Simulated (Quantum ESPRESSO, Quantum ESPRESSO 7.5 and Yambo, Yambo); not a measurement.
# A GW chain in Yambo: CdSe (F-43m)

Wanted: ground state, empty states, screening and self-energy for CdSe (F-43m).

Calculated with Quantum ESPRESSO 7.5 and Yambo 5.3.0; PBE and many-body steps on it, plane waves.

**What was measured.**

- Gap 1.69 ± 0.02 eV: direct gap from (alpha E)^2 extrapolation; spectroscopic ellipsometry; 300 K; film (fully relaxed MBE film, 304 nm) on GaAs(100) (“Band gap bowing of binary alloys: Experimental results compared to theoretical tight-binding supercell calculations for CdZnSe”, 2010, arxiv:1007.2297).

## (1) Starting point

Symmetry: F-43m, No. 216, cubic system. Conventional cell: a = 6.141 Å, b = 6.141 Å, c = 6.141 Å, α = 90.00°, β = 90.00°, γ = 90.00°. Nearest to Cd lie 4 Se at 2.66 Å. Nearest to Se lie 4 Cd at 2.66 Å. Farther neighbours and most contacts between anions are not listed.

The cell and positions are those that the Materials Project relaxed with its own functionals (PBE, PBE+U or r2SCAN), kept fixed.

## (2) Ground state

This step: Quantum ESPRESSO 7.5; DFT, PBE with spin-orbit coupling, plane waves, norm-conserving pseudopotentials.

The ground-state density comes first.

Contents of pw.in:

```
&control
  calculation = 'scf'
  prefix = 'x'
  outdir = 'o'
  pseudo_dir = 'pseudo'
/
&system
  ibrav = 0
  nat = 2
  ntyp = 2
  ecutwfc = 104.0
  nbnd = 54
  force_symmorphic = .true.
  noncolin = .true.
  lspinorb = .true.
/
&electrons
  conv_thr = 1e-10
  electron_maxstep = 80
  mixing_beta = 0.5
/
ATOMIC_SPECIES
  Cd 112.41 Cd.upf
  Se 78.971 Se.upf
CELL_PARAMETERS angstrom
  -0.0000000000 3.0702711986 3.0702711986
  3.0702711986 -0.0000000000 3.0702711986
  3.0702711986 3.0702711986 -0.0000000000
ATOMIC_POSITIONS crystal
  Cd 0.0000000000 0.0000000000 0.0000000000
  Se 0.7500000000 0.7500000000 0.7500000000
K_POINTS automatic
  6 6 6 0 0 0
```

Launch:

```
> OMP_NUM_THREADS=1 mpirun -n 4 pw.x -nk 4 -in pw.in > pw.out
```

What it wrote:

```text
Program PWSCF v.7.5 starts

     This program is part of the open-source Quantum ESPRESSO suite
     for quantum simulation of materials; please cite
         "P. Giannozzi et al., J. Phys.:Condens. Matter 21 395502 (2009);
         "P. Giannozzi et al., J. Phys.:Condens. Matter 29 465901 (2017);
         "P. Giannozzi et al., J. Chem. Phys. 152 154105 (2020);
     in publications or presentations arising from this work. More details at
     Message from routine setup:
     using ibrav=0 with symmetry is DISCOURAGED, use correct ibrav instead

     G-vector sticks info

     bravais-lattice index     =            0
     lattice parameter (alat)  =       8.2052  a.u.
     unit-cell volume          =     390.6221 (a.u.)^3
     number of atoms/cell      =            2
     number of atomic types    =            2
     number of electrons       =        44.00
     number of Kohn-Sham states=           54
     kinetic-energy cutoff     =     104.0000  Ry
     charge density cutoff     =     416.0000  Ry
     scf convergence threshold =      1.0E-10
     mixing beta               =       0.5000
     number of iterations used =            8  plain     mixing
     Exchange-correlation= PBE
                           (   1   4   3   4   0   0   0)
     Non magnetic calculation with spin-orbit

     celldm(1)=   8.205227  celldm(2)=   0.000000  celldm(3)=   0.000000
     celldm(4)=   0.000000  celldm(5)=   0.000000  celldm(6)=   0.000000

     crystal axes: (cart. coord. in units of alat)
               a(1) = (  -0.000000   0.707107   0.707107 )
               a(2) = (   0.707107  -0.000000   0.707107 )
               a(3) = (   0.707107   0.707107  -0.000000 )

     reciprocal axes: (cart. coord. in units 2 pi/alat)
               b(1) = ( -0.707107  0.707107  0.707107 )
               b(2) = (  0.707107 -0.707107  0.707107 )
               b(3) = (  0.707107  0.707107 -0.707107 )
     Pseudo is Norm-conserving + core correction, Zval = 20.0
     Generated using ONCVPSP code by D. R. Hamann
     Using radial grid of 1368 points, 10 beta functions with:
     Pseudo is Norm-conserving + core correction, Zval = 24.0
     Generated using ONCVPSP code by D. R. Hamann
     Using radial grid of 1214 points, 10 beta functions with:
     Cd               20.00   112.41000     Cd( 1.00)
     Se               24.00    78.97100     Se( 1.00)

     24 Sym. Ops. (no inversion) found

   Cartesian axes

     site n.     atom                  positions (alat units)
         1        Cd     tau(   1) = (   0.0000000   0.0000000   0.0000000  )
         2        Se     tau(   2) = (   1.0606602   1.0606602   1.0606602  )

     number of k points=    16
                       cart. coord. in units 2pi/alat
        k(    1) = (   0.0000000   0.0000000   0.0000000), wk =   0.0046296
        k(    2) = (   0.1178511   0.1178511  -0.1178511), wk =   0.0370370
        k(    3) = (   0.2357023   0.2357023  -0.2357023), wk =   0.0370370
        k(    4) = (  -0.3535534  -0.3535534   0.3535534), wk =   0.0185185
        k(    5) = (   0.2357023   0.0000000  -0.0000000), wk =   0.0277778
        k(    6) = (   0.3535534   0.1178511  -0.1178511), wk =   0.1111111
        k(    7) = (  -0.2357023  -0.4714045   0.4714045), wk =   0.1111111
        k(    8) = (  -0.1178511  -0.3535534   0.3535534), wk =   0.1111111
        k(    9) = (   0.0000000  -0.2357023   0.2357023), wk =   0.0555556
        k(   10) = (   0.4714045   0.0000000  -0.0000000), wk =   0.0277778
     [... 4 further rows ...]
        k(   15) = (  -0.1178511  -0.3535534   0.5892557), wk =   0.1111111
        k(   16) = (  -0.7071068   0.2357023   0.0000000), wk =   0.0555556

     Dense  grid:    55849 G-vectors     FFT dimensions: (  54,  54,  54)

     Initial potential from superposition of free atoms

     starting charge      43.9997, renormalised to      44.0000
     Starting wfcs are   46 randomized atomic wfcs +    8 random wfcs

     per-process dynamical memory:   124.0 Mb

     Self-consistent Calculation

     iteration #  1     ecut=   104.00 Ry     beta= 0.50

     Threshold (ethr) on eigenvalues was too large:
     Diagonalizing with lowered threshold

     total energy              =   -1027.11496887 Ry
     estimated scf accuracy    <       0.08708258 Ry

     iteration #  2     ecut=   104.00 Ry     beta= 0.50

     total energy              =   -1027.13622110 Ry
     estimated scf accuracy    <       0.00898061 Ry

     iteration #  3     ecut=   104.00 Ry     beta= 0.50

     total energy              =   -1027.13766468 Ry
     estimated scf accuracy    <       0.00092017 Ry

     iteration #  4     ecut=   104.00 Ry     beta= 0.50

     total energy              =   -1027.13774776 Ry
     estimated scf accuracy    <       0.00004726 Ry

     iteration #  5     ecut=   104.00 Ry     beta= 0.50

     total energy              =   -1027.13775200 Ry
     estimated scf accuracy    <       0.00000475 Ry

     iteration #  6     ecut=   104.00 Ry     beta= 0.50

     total energy              =   -1027.13775286 Ry
     estimated scf accuracy    <       0.00000023 Ry

     iteration #  7     ecut=   104.00 Ry     beta= 0.50

     total energy              =   -1027.13775290 Ry
     estimated scf accuracy    <       0.00000013 Ry

     iteration #  8     ecut=   104.00 Ry     beta= 0.50

     total energy              =   -1027.13775291 Ry
     estimated scf accuracy    <          1.8E-09 Ry

     iteration #  9     ecut=   104.00 Ry     beta= 0.50

     total energy              =   -1027.13775292 Ry
     estimated scf accuracy    <          7.9E-10 Ry

     iteration # 10     ecut=   104.00 Ry     beta= 0.50

     End of self-consistent calculation

          k = 0.0000 0.0000 0.0000 (  6879 PWs)   bands (ev):

  -199.2155-199.2155-142.6868-142.6868-136.8151-136.8151-136.8151-136.8151
   -93.8858 -93.8858 -58.9954 -58.9954 -53.1775 -53.1775 -53.1775 -53.1775
   -39.4562 -39.4562 -39.4562 -39.4562 -38.5637 -38.5637 -38.5618 -38.5618
   -38.5618 -38.5618  -4.7551  -4.7551  -0.4409  -0.4409  -0.4409  -0.4409
     0.0769   0.0769   0.3484   0.3484   0.3484   0.3484   7.4352   7.4352
     7.7982   7.7982   7.7982   7.7982   8.2308   8.2308  13.3432  13.3432
    13.7454  13.7454  13.7454  13.7454  17.3617  17.3617

          k = 0.1179 0.1179-0.1179 (  6970 PWs)   bands (ev):

  -199.2155-199.2155-142.6868-142.6868-136.8151-136.8151-136.8151-136.8151
   -93.8858 -93.8858 -58.9954 -58.9954 -53.1775 -53.1775 -53.1775 -53.1775
   -39.4562 -39.4562 -39.4562 -39.4562 -38.5637 -38.5637 -38.5618 -38.5618
   -38.5618 -38.5618  -4.6692  -4.6692  -0.4459  -0.4155  -0.3805  -0.3805
     0.1225   0.1225   0.3456   0.3521   0.3521   0.3852   6.0052   6.0052
     7.3620   7.3620   7.5879   7.6095   9.5349   9.5349  13.3307  13.3307
    13.8224  13.8224  14.0555  14.0560  17.7736  17.7923

          k = 0.2357 0.2357-0.2357 (  6988 PWs)   bands (ev):

  -199.2155-199.2155-142.6868-142.6868-136.8151-136.8151-136.8151-136.8151
   -93.8858 -93.8858 -58.9954 -58.9954 -53.1776 -53.1776 -53.1775 -53.1775
   -39.4563 -39.4563 -39.4562 -39.4562 -38.5637 -38.5637 -38.5618 -38.5618
   -38.5618 -38.5618  -4.4948  -4.4948  -0.4300  -0.3997  -0.2252  -0.2252
     0.1922   0.1922   0.3864   0.4262   0.4626   0.4626   4.2726   4.2726
     7.0075   7.0075   7.2350   7.2556  10.0443  10.0443  14.0476  14.0476
    14.1936  14.1936  14.2741  14.2745  17.4825  17.4826

          k =-0.3536-0.3536 0.3536 (  6958 PWs)   bands (ev):

     [... further k-points ...]

     highest occupied, lowest unoccupied level (ev):     7.7982    8.2308

!    total energy              =   -1027.13775292 Ry
     estimated scf accuracy    <          8.9E-11 Ry

     The total energy is the sum of the following terms:
     one-electron contribution =    -892.41254041 Ry
     hartree contribution      =     423.39964892 Ry
     xc contribution           =    -106.15058505 Ry
     ewald contribution        =    -451.97427637 Ry

     convergence has been achieved in  10 iterations

     XML data file, charge density, pseudopotentials, collected wavefunctions

=------------------------------------------------------------------------------=
   JOB DONE.
=------------------------------------------------------------------------------=
```

It took 80 s on 4 MPI ranks of Arm Neoverse V1, shared host; peak memory 0.88 GiB.

Numbers from this step:

| Property | Result |
| --- | --- |
| total energy | -13974.9211 eV |
| gap | 0.4325 eV |
| k of the valence top | 0, 0, 0 |
| k of the conduction bottom | 0, 0, 0 |
| least direct gap | 0.4325 eV |

The gap is direct, at Γ.

## (3) Bands along the symmetry lines

The cheap functional maps the bands first; the places of the edges decide which points the dearer methods must see.

Contents of pw.in:

```
&control
  calculation = 'bands'
  prefix = 'x'
  outdir = 'o'
  pseudo_dir = 'pseudo'
/
&system
  ibrav = 0
  nat = 2
  ntyp = 2
  ecutwfc = 104.0
  nbnd = 56
  force_symmorphic = .true.
  noncolin = .true.
  lspinorb = .true.
/
&electrons
  conv_thr = 1e-9
  electron_maxstep = 80
  diago_full_acc = .true.
  diago_thr_init = 5e-6
/
ATOMIC_SPECIES
  Cd 112.41 Cd.upf
  Se 78.971 Se.upf
CELL_PARAMETERS angstrom
  -0.0000000000 3.0702711986 3.0702711986
  3.0702711986 -0.0000000000 3.0702711986
  3.0702711986 3.0702711986 -0.0000000000
ATOMIC_POSITIONS crystal
  Cd 0.0000000000 0.0000000000 0.0000000000
  Se 0.7500000000 0.7500000000 0.7500000000
K_POINTS crystal
  50
  0.00000000 0.00000000 0.00000000 1
  -0.06250000 -0.06250000 0.00000000 1
  -0.12500000 -0.12500000 0.00000000 1
  -0.18750000 -0.18750000 0.00000000 1
  -0.25000000 -0.25000000 0.00000000 1
  -0.31250000 -0.31250000 0.00000000 1
  -0.37500000 -0.37500000 0.00000000 1
  -0.43750000 -0.43750000 0.00000000 1
  -0.50000000 -0.50000000 0.00000000 1
  -0.48437500 -0.48437500 0.03125000 1
  -0.46875000 -0.46875000 0.06250000 1
  -0.45312500 -0.45312500 0.09375000 1
  -0.43750000 -0.43750000 0.12500000 1
  -0.42187500 -0.42187500 0.15625000 1
  -0.40625000 -0.40625000 0.18750000 1
  -0.39062500 -0.39062500 0.21875000 1
  -0.37500000 -0.37500000 0.25000000 1
  -0.37500000 0.00000000 0.37500000 1
  -0.32812500 0.00000000 0.32812500 1
  -0.28125000 0.00000000 0.28125000 1
  -0.23437500 0.00000000 0.23437500 1
  -0.18750000 0.00000000 0.18750000 1
  -0.14062500 0.00000000 0.14062500 1
  -0.09375000 0.00000000 0.09375000 1
  -0.04687500 0.00000000 0.04687500 1
  0.00000000 0.00000000 0.00000000 1
  0.00000000 0.00000000 0.06250000 1
  0.00000000 0.00000000 0.12500000 1
  0.00000000 0.00000000 0.18750000 1
  0.00000000 0.00000000 0.25000000 1
  0.00000000 0.00000000 0.31250000 1
  0.00000000 0.00000000 0.37500000 1
  0.00000000 0.00000000 0.43750000 1
  0.00000000 0.00000000 0.50000000 1
  -0.06250000 -0.03125000 0.46875000 1
  -0.12500000 -0.06250000 0.43750000 1
  -0.18750000 -0.09375000 0.40625000 1
  -0.25000000 -0.12500000 0.37500000 1
  -0.31250000 -0.15625000 0.34375000 1
  -0.37500000 -0.18750000 0.31250000 1
  -0.43750000 -0.21875000 0.28125000 1
  -0.50000000 -0.25000000 0.25000000 1
  -0.50000000 -0.28125000 0.21875000 1
  -0.50000000 -0.31250000 0.18750000 1
  -0.50000000 -0.34375000 0.15625000 1
  -0.50000000 -0.37500000 0.12500000 1
  -0.50000000 -0.40625000 0.09375000 1
  -0.50000000 -0.43750000 0.06250000 1
  -0.50000000 -0.46875000 0.03125000 1
  -0.50000000 -0.50000000 0.00000000 1
```

What it wrote:

```text
[banner, memory and clock lines left out]
Program PWSCF v.7.5 starts

     Atomic positions and unit cell read from directory:
     o/x.save/

     Message from routine setup:
     using ibrav=0 with symmetry is DISCOURAGED, use correct ibrav instead

     G-vector sticks info

     bravais-lattice index     =            0
     lattice parameter (alat)  =       8.2052  a.u.
     unit-cell volume          =     390.6221 (a.u.)^3
     number of atoms/cell      =            2
     number of atomic types    =            2
     number of electrons       =        44.00
     number of Kohn-Sham states=           56
     kinetic-energy cutoff     =     104.0000  Ry
     charge density cutoff     =     416.0000  Ry
     Exchange-correlation= PBE
                           (   1   4   3   4   0   0   0)
     Non magnetic calculation with spin-orbit

     celldm(1)=   8.205227  celldm(2)=   0.000000  celldm(3)=   0.000000
     celldm(4)=   0.000000  celldm(5)=   0.000000  celldm(6)=   0.000000

     crystal axes: (cart. coord. in units of alat)
               a(1) = (  -0.000000   0.707107   0.707107 )
               a(2) = (   0.707107  -0.000000   0.707107 )
               a(3) = (   0.707107   0.707107  -0.000000 )

     reciprocal axes: (cart. coord. in units 2 pi/alat)
               b(1) = ( -0.707107  0.707107  0.707107 )
               b(2) = (  0.707107 -0.707107  0.707107 )
               b(3) = (  0.707107  0.707107 -0.707107 )
     Pseudo is Norm-conserving + core correction, Zval = 20.0
     Generated using ONCVPSP code by D. R. Hamann
     Using radial grid of 1368 points, 10 beta functions with:
     Pseudo is Norm-conserving + core correction, Zval = 24.0
     Generated using ONCVPSP code by D. R. Hamann
     Using radial grid of 1214 points, 10 beta functions with:
     Cd               20.00   112.41000     Cd( 1.00)
     Se               24.00    78.97100     Se( 1.00)

     24 Sym. Ops. (no inversion) found

   Cartesian axes

     site n.     atom                  positions (alat units)
         1        Cd     tau(   1) = (   0.0000000   0.0000000   0.0000000  )
         2        Se     tau(   2) = (   1.0606602   1.0606602   1.0606602  )

     number of k points=    50
                       cart. coord. in units 2pi/alat
        k(    1) = (   0.0000000   0.0000000   0.0000000), wk =   0.0200000
        k(    2) = (   0.0000000   0.0000000  -0.0883883), wk =   0.0200000
        k(    3) = (   0.0000000   0.0000000  -0.1767767), wk =   0.0200000
[...]
[... 38 further rows ...]
        k(   49) = (   0.0441942  -0.0000000  -0.7071068), wk =   0.0200000
        k(   50) = (   0.0000000   0.0000000  -0.7071068), wk =   0.0200000

     Dense  grid:    55849 G-vectors     FFT dimensions: (  54,  54,  54)

     The potential is recalculated from file :
     o/x.save/charge-density

     Starting wfcs are   46 randomized atomic wfcs +   10 random wfcs

     Band Structure Calculation

     End of band structure calculation

          k = 0.0000 0.0000 0.0000 (  6879 PWs)   bands (ev):

  -199.2157-199.2157-142.6870-142.6870-136.8152-136.8152-136.8152-136.8152
   -93.8858 -93.8858 -58.9953 -58.9953 -53.1774 -53.1774 -53.1774 -53.1774
   -39.4564 -39.4564 -39.4564 -39.4564 -38.5638 -38.5638 -38.5620 -38.5620
   -38.5620 -38.5620  -4.7551  -4.7551  -0.4409  -0.4409  -0.4409  -0.4409
[...]
k = 0.0000 0.0000-0.0884 (  6971 PWs)   bands (ev):

  -199.2157-199.2157-142.6870-142.6870-136.8153-136.8153-136.8153-136.8153
[...]
k = 0.0000 0.0000-0.1768 (  7007 PWs)   bands (ev):

  -199.2157-199.2157-142.6870-142.6870-136.8153-136.8153-136.8153-136.8153
[...]
k =-0.0000 0.0000-0.2652 (  7015 PWs)   bands (ev):

[...]
k = 0.0000 0.0000-0.3536 (  7003 PWs)   bands (ev):

[...]
k = 0.0000-0.0000-0.4419 (  6983 PWs)   bands (ev):

[...]
k =-0.0000 0.0000-0.5303 (  6991 PWs)   bands (ev):

[...]
k = 0.0000-0.0000-0.6187 (  7010 PWs)   bands (ev):

[...]
k = 0.5303-0.0000-0.5303 (  6990 PWs)   bands (ev):

[...]
k = 0.0000 0.0000 0.0000 (  6879 PWs)   bands (ev):

[...]
k = 0.1326 0.0000-0.7071 (  6994 PWs)   bands (ev):

[...]
k = 0.0884-0.0000-0.7071 (  7008 PWs)   bands (ev):

[...]
k = 0.0442-0.0000-0.7071 (  7006 PWs)   bands (ev):

  -199.2157-199.2157-142.6870-142.6870-136.8153-136.8153-136.8153-136.8153
[...]
k = 0.0000 0.0000-0.7071 (  7046 PWs)   bands (ev):

  -199.2157-199.2157-142.6870-142.6870-136.8153-136.8153-136.8153-136.8153
[...]
5.8531   5.8531   5.9839   5.9839  10.8780  10.8780  11.4162  11.4162
    16.6299  16.6299  17.6675  17.6675  17.7802  17.7802  19.9661  19.9661

     XML data file, pseudopotentials, collected wavefunctions
```

Wall time 64 s (4 MPI ranks); peak memory 0.57 GiB.

Numbers from this step:

```yaml
gap: 0.4325 eV
k_of_the_valence_top: 0, 0, 0
k_of_the_conduction_bottom: 0, 0, 0
least_direct_gap: 0.4325 eV
```

The gap is 0.433 eV, as in the run before at this level.

The electronic bands at the labelled points (eV, zero at the top of the highest filled band):

```
    point  band 41  band 42  band 43  band 44  band 45  band 46  band 47  band 48
        Γ     0.00     0.00     0.00     0.00     0.43     0.43     5.54     5.54
  halfway    -1.18    -1.18    -1.02    -1.02     3.11     3.11     4.11     4.11
        X    -1.95    -1.95    -1.81    -1.81     3.08     3.08     3.62     3.62
  halfway    -2.18    -2.13    -1.79    -1.78     3.32     3.34     3.95     4.01
        U    -2.57    -2.48    -1.56    -1.55     3.59     3.60     4.92     5.03
jump to K    -2.57    -2.48    -1.56    -1.55     3.59     3.60     4.92     5.03
  halfway    -1.48    -1.43    -0.53    -0.51     2.94     2.99     5.48     5.58
        Γ     0.00     0.00     0.00     0.00     0.43     0.43     5.54     5.54
  halfway    -0.62    -0.62    -0.39    -0.37     2.12     2.12     5.78     5.78
        L    -0.95    -0.95    -0.71    -0.71     2.24     2.24     6.23     6.23
  halfway    -2.05    -1.99    -1.28    -1.26     3.64     3.69     5.34     5.37
        W    -2.36    -2.20    -2.18    -2.17     4.69     4.87     5.09     5.13
  halfway    -2.17    -2.07    -2.03    -1.98     3.76     3.81     4.09     4.18
        X    -1.95    -1.95    -1.81    -1.81     3.08     3.08     3.62     3.62
```

(Continued in part 2 of 3.)

[Paths, hosts, dates, memory and timing lines, banners, echoed tables and standing remarks are left out of the program output.]

[Logs are printed without paths, hosts, clocks, repeated set-up lines and the standing remarks that a program may print on its own settings, such as how far it seeks lower states.]

[Runs of the session that timed out or met a known fault of the program may be left out.]

[Hosts, paths, dates, database ids (printed as entryN), source tags and the programs' standing remarks are cut or masked in the printed files.]
